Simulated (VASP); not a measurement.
# GaAs (F-43m) in VASP: a series of runs

The runs below take GaAs through single point, with PBE.

Program: VASP 6.6.1. These are calculated values, not measurements. Logs are shortened: lines on timing, memory, paths and dates and some standing lists are left out, and cuts for length are marked.

### 1 Starting point

It takes space group F-43m (No. 216, cubic). Conventional cell: a = 5.756 Å, b = 5.756 Å, c = 5.756 Å, α = 90.00°, β = 90.00°, γ = 90.00°. Ga (site symmetry -43m) is surrounded by 4 As at 2.49 Å. As (site symmetry -43m) has 4 Ga at 2.49 Å as nearest neighbours.

### 2 Single point, PBE

File INCAR:

```
PREC = Accurate ; ENCUT = 520
EDIFF = 1E-7 ; ISMEAR = 0
SIGMA = 0.02 ; LREAL = F
LASPH = T ; NELM = 60
ALGO = Normal ; ISIF = 2
LWAVE = F ; LCHARG = F
GGA = PE
```

File KPOINTS:

```
regular mesh
0
Gamma
  4 4 4
```

File POSCAR:

```
GaAs                                    
1.0
   -0.0000000000      2.8778998863      2.8778998863
    2.8778998863     -0.0000000000      2.8778998863
    2.8778998863      2.8778998863     -0.0000000000
  Ga              As            
     1     1
Direct
     0.0000000000000000    0.0000000000000000    0.0000000000000000
     0.2500000000000000    0.2500000000000000    0.2500000000000000
```

Potentials or basis: VASP PAW PBE potentials, release 64 (Ga_d, As).

On the command line:

```
> cat potpaw_PBE.64/Ga_d/POTCAR potpaw_PBE.64/As/POTCAR > POTCAR
> mpirun -np 1 vasp_std > vasp.out
```

OUTCAR:

```text
PREC = Accurate
   ENCUT = 520
   EDIFF = 1E-7
   ISMEAR = 0
   LREAL = F
   LASPH = T
   NELM = 60
   ISIF = 2
   GGA = PE

 ion  position               nearest neighbor table
   1  0.000  0.000  0.000-   2 2.49   2 2.49   2 2.49   2 2.49
   2  0.250  0.250  0.250-   1 2.49   1 2.49   1 2.49   1 2.49

  LATTYP: Found a face centered cubic cell.
 ALAT       =     5.7557997726

  Lattice vectors:

 A1 = (   0.0000000000,   2.8778998863,   2.8778998863)
 A2 = (   2.8778998863,   0.0000000000,   2.8778998863)
 A3 = (   2.8778998863,   2.8778998863,   0.0000000000)

Analysis of symmetry for initial positions (statically):
=====================================================================
 Subroutine PRICEL returns:
 Original cell was already a primitive cell.

 Routine SETGRP: Setting up the symmetry group for a
 face centered cubic supercell.

 Subroutine GETGRP returns: Found 24 space group operations
 (whereof 24 operations were pure point group operations)
 out of a pool of 48 trial point group operations.

The static configuration has the point symmetry T_d .

Analysis of symmetry for dynamics (positions and initial velocities):
=====================================================================
 Subroutine PRICEL returns:
 Original cell was already a primitive cell.

 Routine SETGRP: Setting up the symmetry group for a
 face centered cubic supercell.

 Subroutine GETGRP returns: Found 24 space group operations
 (whereof 24 operations were pure point group operations)
 out of a pool of 48 trial point group operations.

The dynamic configuration has the point symmetry T_d .

 Subroutine INISYM returns: Found 24 space group operations
 (whereof 24 operations are pure point group operations),
 and found     1 'primitive' translations

----------------------------------------------------------------------------------------

                                     Primitive cell

  volume of cell :      47.6713

  direct lattice vectors                    reciprocal lattice vectors
     0.000000000  2.877899886  2.877899886    -0.173737802  0.173737802  0.173737802
     2.877899886  0.000000000  2.877899886     0.173737802 -0.173737802  0.173737802
     2.877899886  2.877899886  0.000000000     0.173737802  0.173737802 -0.173737802

  length of vectors
     4.069965050  4.069965050  4.069965050     0.300922700  0.300922700  0.300922700

  position of ions in fractional coordinates (direct lattice)
     0.000000000  0.000000000  0.000000000
     0.250000000  0.250000000  0.250000000

  ion indices of the primitive-cell ions
   primitive index   ion index
                 1           1
                 2           2

----------------------------------------------------------------------------------------

 KPOINTS: regular mesh

Automatic generation of k-mesh.
 Grid dimensions read from file:
 generate k-points for:    4    4    4

 Generating k-lattice:

  Cartesian coordinates                     Fractional coordinates (reciprocal lattice)
    -0.043434450  0.043434450  0.043434450     0.250000000  0.000000000  0.000000000
     0.043434450 -0.043434450  0.043434450     0.000000000  0.250000000  0.000000000
     0.043434450  0.043434450 -0.043434450     0.000000000  0.000000000  0.250000000

  Length of vectors
     0.075230675  0.075230675  0.075230675

  Shift w.r.t. Gamma in fractional coordinates (k-lattice)
     0.000000000  0.000000000  0.000000000

 Subroutine IBZKPT returns following result:
 ===========================================

 Found      8 irreducible k-points:

 Following reciprocal coordinates:
            Coordinates               Weight
  0.000000  0.000000  0.000000      1.000000
  0.250000  0.000000  0.000000      8.000000
  0.500000  0.000000  0.000000      4.000000
  0.250000  0.250000  0.000000      6.000000
  0.500000  0.250000  0.000000     24.000000
 -0.250000  0.250000  0.000000     12.000000
  0.500000  0.500000  0.000000      3.000000
 -0.250000  0.500000  0.250000      6.000000
   k-points           NKPTS =      8   k-points in BZ     NKDIM =      8   number of bands    NBANDS=     13
   number of dos      NEDOS =    301   number of ions     NIONS =      2
   total plane-waves  NPLWV =  27000
   dimension x,y,z NGX =    30 NGY =   30 NGZ =   30
   dimension x,y,z NGXF=    60 NGYF=   60 NGZF=   60
   ions per type =               1   1
   NGX,Y,Z   is equivalent  to a cutoff of  12.25, 12.25, 12.25 a.u.
   NGXF,Y,Z  is equivalent  to a cutoff of  24.51, 24.51, 24.51 a.u.
 SYSTEM =  unknown system
   PREC   = accura    normal or accurate (medium, high low for compatibility)
   ISTART =      0    job   : 0-new  1-cont  2-samecut
   ICHARG =      2    charge: 1-file 2-atom 10-const
   ISPIN  =      1    spin polarized calculation?
   LNONCOLLINEAR =      F non collinear calculations
   LSORBIT =      F    spin-orbit coupling
   LASPH  =      T    aspherical Exc in radial PAW
   ENCUT  =  520.0 eV  38.22 Ry    6.18 a.u.   7.57  7.57  7.57*2*pi/ulx,y,z
   NELM   =     60;   NELMIN=  2; NELMDL= -5     # of ELM steps
   EDIFF  = 0.1E-06   stopping-criterion for ELM
   LREAL  =      F    real-space projection
   EDIFFG = 0.1E-05   stopping-criterion for IOM
   NSW    =      0    number of steps for IOM
   IBRION =     -1    ionic relax: 0-MD 1-quasi-New 2-CG
   NFREE  =      0    steps in history (QN), initial steepest desc. (CG)
   ISIF   =      2    stress and relaxation
   ISYM   =      2    0-nonsym 1-usesym 2-fastsym
   POTIM  = 0.5000    time-step for ionic-motion
   TEBEG  =    0.0;   TEEND  =   0.0 temperature during run
   PSTRESS=    0.0 pullay stress
   NELECT =      18.0000    total number of electrons
   NUPDOWN=      -1.0000    fix difference up-down
   EMIN   =  10.00;   EMAX   =-10.00  energy-range for DOS
   EFERMI =   0.00;   METHOD = LEGACY
   ISMEAR =     0;   SIGMA  =   0.02  broadening in eV -4-tet -1-fermi 0-gaus
   EFERMI_NEDOS =   21; number of points for ismear=-14 and -15
   IALGO  =     38    algorithm
   IMIX   =      4    mixing-type and parameters
     AMIX     =   0.40;   BMIX     =  1.00
     AMIX_MAG =   1.60;   BMIX_MAG =  1.00
  volume/ion in A,a.u.               =      23.84       160.85
  Fermi-wavevector in a.u.,A,eV,Ry     =   1.183259  2.236036 19.049557  1.400103
  Thomas-Fermi vector in A             =   2.319497
   LORBIT       =      0    0 simple, 1 ext, 2 COOP (PROOUT), +10 PAW based schemes
   GGA     = PE    functional components
   LHFCALC =     F    Hartree Fock is set to
   AEXX    =    0.0000 exact exchange contribution
   IVDW    =     0    specifies the selected vdW correction
   LEPSILON=     F    determine dielectric tensor
   LRPA    =     F    only Hartree local field effects (RPA)
 non-spin polarized calculation
 Gauss-broadening in eV      SIGMA  =   0.02
  energy-cutoff  :      520.00
  volume of cell :       47.67
 maximum number of plane-waves:      1304
   NGX = 15   NGY = 15   NGZ = 15

 number of electron      17.9999990 magnetization

 Free energy of the ion-electron system (eV)
  ---------------------------------------------------
  ext. energy  EPLUGINS =         0.00000000
  ---------------------------------------------------
  free energy    TOTEN  =        -8.10081273 eV

  energy without entropy =       -8.10081240  energy(sigma->0) =       -8.10081256

 E-fermi :   3.5488     XC(G=0):  -9.3203

 val. band max:        3.4921746128   @ k =   0.0000   0.0000   0.0000
 cond. band min:       3.6017372880   @ k =   0.0000   0.0000   0.0000
 fundamental gap:      0.1095626753
 Fermi energy:         3.5488479872

 k-point     1 :       0.0000    0.0000    0.0000
  band No.  band energies     occupation
      1     -11.2888      2.00000
      2     -11.2888      2.00000
      3     -11.2888      2.00000
      4     -11.2233      2.00000
      5     -11.2233      2.00000
      6      -8.8630      2.00000
      7       3.4922      1.99994
      8       3.4922      1.99994
      9       3.4922      1.99994
     10       3.6017      0.00018
     11       7.1693      0.00000
     12       7.1693      0.00000
     13       7.1693      0.00000

 k-point     2 :       0.2500    0.0000    0.0000
  band No.  band energies     occupation
      1     -11.3211      2.00000
      2     -11.2796      2.00000
      3     -11.2796      2.00000
      4     -11.2230      2.00000
      5     -11.2230      2.00000
      6      -8.2242      2.00000
      7      -0.5634      2.00000
      8       2.8592      2.00000
      9       2.8592      2.00000
     10       4.7482      0.00000
     11       7.9974      0.00000
     12       7.9974      0.00000
     13       9.1849      0.00000

 k-point     3 :       0.5000    0.0000    0.0000
  band No.  band energies     occupation
      1     -11.3500      2.00000
      2     -11.2729      2.00000
      3     -11.2729      2.00000
      4     -11.2201      2.00000
      5     -11.2201      2.00000
      6      -7.2527      2.00000
      7      -2.8890      2.00000
      8       2.4218      2.00000
      9       2.4218      2.00000
     10       4.3256      0.00000
     11       8.0738      0.00000
     12       8.0738      0.00000
     13      11.1731      0.00000
[... 49 lines left out ...]
 k-point     7 :       0.5000    0.5000    0.0000
  band No.  band energies     occupation
      1     -11.3780      2.00000
      2     -11.2485      2.00000
      3     -11.2485      2.00000
      4     -11.2434      2.00000
      5     -11.2126      2.00000
      6      -6.5746      2.00000
      7      -3.1136      2.00000
      8       0.9839      2.00000
      9       0.9839      2.00000
     10       5.0268      0.00000
     11       5.1492      0.00000
     12      13.2153      0.00000
     13      13.2153      0.00000

 k-point     8 :      -0.2500    0.5000    0.2500
  band No.  band energies     occupation
      1     -11.3667      2.00000
      2     -11.2636      2.00000
      3     -11.2520      2.00000
      4     -11.2320      2.00000
      5     -11.2197      2.00000
      6      -6.5281      2.00000
      7      -2.9495      2.00000
      8       0.1896      2.00000
      9       0.3764      2.00000
     10       7.8461      0.00000
     11       8.1706      0.00000
     12       8.6972      0.00000
     13       9.4832      0.00000

------------------------ aborting loop because EDIFF is reached ----------------------------------------

  FORCE on cell =-STRESS in cart. coord.  units (eV):
  Direction    XX          YY          ZZ          XY          YZ          ZX
  --------------------------------------------------------------------------------------
  -------------------------------------------------------------------------------------
  Total        0.0014410      0.0014410      0.0014410     -0.0000000      0.0000000      0.0000000
  in kB        0.0484315      0.0484315      0.0484315     -0.0000000      0.0000000      0.0000000
  external PRESSURE =       0.0484315 kB  Pullay stress =       0.0000000 kB

 VOLUME and BASIS-vectors are now :
 -----------------------------------------------------------------------------
  energy-cutoff  :      520.00
  volume of cell :       47.67
      direct lattice vectors                 reciprocal lattice vectors
     0.000000000  2.877899886  2.877899886    -0.173737802  0.173737802  0.173737802
     2.877899886  0.000000000  2.877899886     0.173737802 -0.173737802  0.173737802
     2.877899886  2.877899886  0.000000000     0.173737802  0.173737802 -0.173737802

 POSITION                                       TOTAL-FORCE (eV/Angst)
 -----------------------------------------------------------------------------------
      0.00000      0.00000      0.00000        -0.000000     -0.000000     -0.000000
      1.43895      1.43895      1.43895         0.000000      0.000000      0.000000
 -----------------------------------------------------------------------------------
    total drift:                                0.000002      0.000002      0.000002

  FREE ENERGIE OF THE ION-ELECTRON SYSTEM (eV)
  ---------------------------------------------------
  free  energy   TOTEN  =        -8.1008127293 eV

  energy  without entropy=       -8.1008123952  energy(sigma->0) =       -8.10081256
```

Wall time 9 s (1 thread of Intel Xeon Platinum 8259CL at 2.50GHz (Skylake/Cascade Lake), shared host); peak memory 0.16 GiB.

What came out:

```yaml
Free_energy: -8.1008 eV
Pressure: 0.0 GPa
Band_gap_on_the_k_mesh: 0.11 eV, direct
```

Caveat: the k mesh is coarse (spacing up to 0.47 Å⁻¹), so the values aren't converged.

### 3 Single point, PBE (a relaxed cell with its volume scaled by 0.97)

INCAR is that of step 2.

KPOINTS is that of step 2.

File POSCAR:

```
GaAs                                    
1.0
   -0.0000000000      2.8488282029      2.8488282029
    2.8488282029     -0.0000000000      2.8488282029
    2.8488282029      2.8488282029     -0.0000000000
  Ga              As            
     1     1
Direct
     0.0000000000000000    0.0000000000000000    0.0000000000000000
     0.2500000000000000    0.2500000000000000    0.2500000000000000
```

Potentials or basis: VASP PAW PBE potentials, release 64 (Ga_d, As).

On the command line:

```
> cat potpaw_PBE.64/Ga_d/POTCAR potpaw_PBE.64/As/POTCAR > POTCAR
> mpirun -np 1 vasp_std > vasp.out
```

It took 8.3 s on 1 thread of Intel Xeon Platinum 8259CL at 2.50GHz (Skylake/Cascade Lake), shared host; peak memory 0.16 GiB.

The run converged. Its results:

```
Free energy            : -8.0921 eV
Pressure               : 2.0 GPa
Band gap on the k mesh : 0.33 eV, direct
```

Levels at points of the mesh, in eV from the valence-band top:
```
           k point  band 6  band 7  band 8  band 9  band 10  band 11  band 12  band 13
(0.00, 0.00, 0.00)  -12.56    0.00    0.00    0.00     0.33     3.69     3.69     3.69
(0.50, 0.00, 0.00)  -10.86   -6.54   -1.11   -1.11     0.92     4.60     4.60     7.72
(0.50, 0.50, 0.00)  -10.15   -6.74   -2.61   -2.61     1.48     1.65     9.96     9.96
```

Caveat: the k mesh is coarse (spacing up to 0.48 Å⁻¹), so the values aren't converged.

### 4 Single point, PBE (a relaxed cell with its volume scaled by 1.03)

INCAR is that of step 3.

KPOINTS is that of step 3.

File POSCAR:

```
GaAs                                    
1.0
   -0.0000000000      2.9063957979      2.9063957979
    2.9063957979     -0.0000000000      2.9063957979
    2.9063957979      2.9063957979     -0.0000000000
  Ga              As            
     1     1
Direct
     0.0000000000000000    0.0000000000000000    0.0000000000000000
     0.2500000000000000    0.2500000000000000    0.2500000000000000
```

On the command line:

```
> cat potpaw_PBE.64/Ga_d/POTCAR potpaw_PBE.64/As/POTCAR > POTCAR
> mpirun -np 1 vasp_std > vasp.out
```

It took 8.1 s on 1 thread of Intel Xeon Platinum 8259CL at 2.50GHz (Skylake/Cascade Lake), shared host; peak memory 0.17 GiB.

Results (log left out):

```
Free energy            : -8.0967 eV
Pressure               : -1.0 GPa
Band gap on the k mesh : none (metal or under the smearing width)
```

Levels at points of the mesh, in eV from the Fermi level:
```
           k point  band 7  band 8  band 9  band 10  band 11  band 12
(0.00, 0.00, 0.00)   -0.10   -0.01   -0.01    -0.01     3.67     3.67
(0.50, 0.00, 0.00)   -6.24   -1.03   -1.03     0.76     4.57     4.57
(0.50, 0.50, 0.00)   -6.48   -2.42   -2.42     1.58     1.66     9.49
```

Caveat: the k mesh is coarse (spacing up to 0.47 Å⁻¹), so the values aren't converged.

### 5 Single point, PBE (a relaxed cell with its volume scaled by 0.94)

INCAR is that of step 4.

KPOINTS is that of step 4.

File POSCAR:

```
GaAs                                    
1.0
   -0.0000000000      2.8191507509      2.8191507509
    2.8191507509     -0.0000000000      2.8191507509
    2.8191507509      2.8191507509     -0.0000000000
  Ga              As            
     1     1
Direct
     0.0000000000000000    0.0000000000000000    0.0000000000000000
     0.2500000000000000    0.2500000000000000    0.2500000000000000
```

On the command line:

```
> cat potpaw_PBE.64/Ga_d/POTCAR potpaw_PBE.64/As/POTCAR > POTCAR
> mpirun -np 1 vasp_std > vasp.out
```

Wall time 8.2 s (1 thread of Intel Xeon Platinum 8259CL at 2.50GHz (Skylake/Cascade Lake), shared host); peak memory 0.16 GiB.

Results (log left out):

| Quantity | Value |
| --- | --- |
| Free energy | -8.0638 eV |
| Pressure | 4.4 GPa |
| Band gap on the k mesh | 0.57 eV, direct |

Levels at points of the mesh, in eV from the valence-band top:
```tsv
k point	band 6	band 7	band 8	band 9	band 10	band 11	band 12	band 13
(0.00, 0.00, 0.00)	-12.79	0.00	0.00	0.00	0.57	3.70	3.70	3.70
(0.50, 0.00, 0.00)	-10.99	-6.71	-1.16	-1.16	1.00	4.61	4.61	7.75
(0.50, 0.50, 0.00)	-10.23	-6.88	-2.72	-2.72	1.42	1.63	10.21	10.21
```

Caveat: the k mesh is coarse (spacing up to 0.48 Å⁻¹), so the values aren't converged.

### 6 Overview

| cell | gap on the mesh (eV) | pressure (GPa) |
| --- | --- | --- |
| as given | 0.11 | 0.0 |
| a relaxed cell with its volume scaled by 0.97 | 0.33 | 2.0 |
| a relaxed cell with its volume scaled by 1.03 | none | -1.0 |
| a relaxed cell with its volume scaled by 0.94 | 0.57 | 4.4 |

Alike in all rows: task single point; level PBE; potentials or basis VASP PAW PBE potentials, release 64 (Ga_d, As); no spin polarisation; k mesh 4 × 4 × 4; cutoff (eV) 520; smearing gaussian 0.02 eV; the mesh is coarse, so values aren't converged.

Caveats: all runs use coarse meshes.

Absolute energies hang on the potentials; compare differences alone.
